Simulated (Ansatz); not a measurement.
**NbP: density of states with PBEsol**

Crystal: NbP.

```
Nb P
1.0
    -1.67492    1.67492    5.74011
     1.67492   -1.67492    5.74011
     1.67492    1.67492   -5.74011
Nb P
2 2
Direct
  0.24988 0.74988 0.50000
  0.49988 0.49988 0.00000
  0.83275 0.33275 0.50000
  0.08275 0.08275 0.00000
```

The cell is a database's computed one.

```
Program             : Ansatz 0.2.0
Task                : density of states
Functional          : PBEsol
Potentials or basis : all-electron PAW datasets made for the crystal
Cutoff              : 240 eV (chosen from the basis error)
k mesh              : 11 × 11 × 11
Occupations         : fermi-dirac, width 0.05 eV
Spin                : no spin polarisation
```

The pressure is -6.4 GPa. The largest force is 0.017 eV/Å and the band gap on the k mesh is none (metal or under the smearing width).

Forces on the atoms (eV/Å):
```
Nb   0.000  0.000  0.017
Nb   0.000  0.000  0.017
P    0.000  0.000 -0.017
P    0.000  0.000 -0.017
```

Stress tensor (GPa, compression positive):
```
-6.31  0.00  0.00
 0.00 -6.31  0.00
 0.00  0.00 -6.54
```

Levels at points of the mesh, in eV from the Fermi level:
```
           k point  band 14  band 15  band 16  band 17  band 18  band 19  band 20  band 21  band 22  band 23
(0.00, 0.00, 0.00)    -2.22    -2.14    -1.72    -1.34    -1.34     0.83     1.60     2.64     3.15     3.15
```

States per cell in windows of 0.5 eV (zero at the Fermi level; states under -8 eV left out):
| from (eV) | total |
| --- | --- |
| -8.0 | 0.00 |
| -7.5 | 0.00 |
| -7.0 | 0.00 |
| -6.5 | 0.17 |
| -6.0 | 0.81 |
| -5.5 | 1.74 |
| -5.0 | 0.75 |
| -4.5 | 1.06 |
| -4.0 | 1.48 |
| -3.5 | 1.51 |
| -3.0 | 2.11 |
| -2.5 | 1.78 |
| -2.0 | 0.63 |
| -1.5 | 1.37 |
| -1.0 | 1.96 |
| -0.5 | 0.63 |
| 0.0 | 0.55 |
| 0.5 | 0.88 |
| 1.0 | 1.21 |
| 1.5 | 1.14 |
| 2.0 | 1.36 |
| 2.5 | 2.06 |
| 3.0 | 1.90 |
| 3.5 | 1.78 |
| 4.0 | 1.62 |
| 4.5 | 1.30 |
| 5.0 | 0.82 |
| 5.5 | 0.93 |

It took 30 s on 2 threads of Arm Neoverse V2, with other jobs on the host, peak memory 1 GiB.

Caveat: the program warned that the printed levels may be off, so bands, gaps and densities of states are rough.
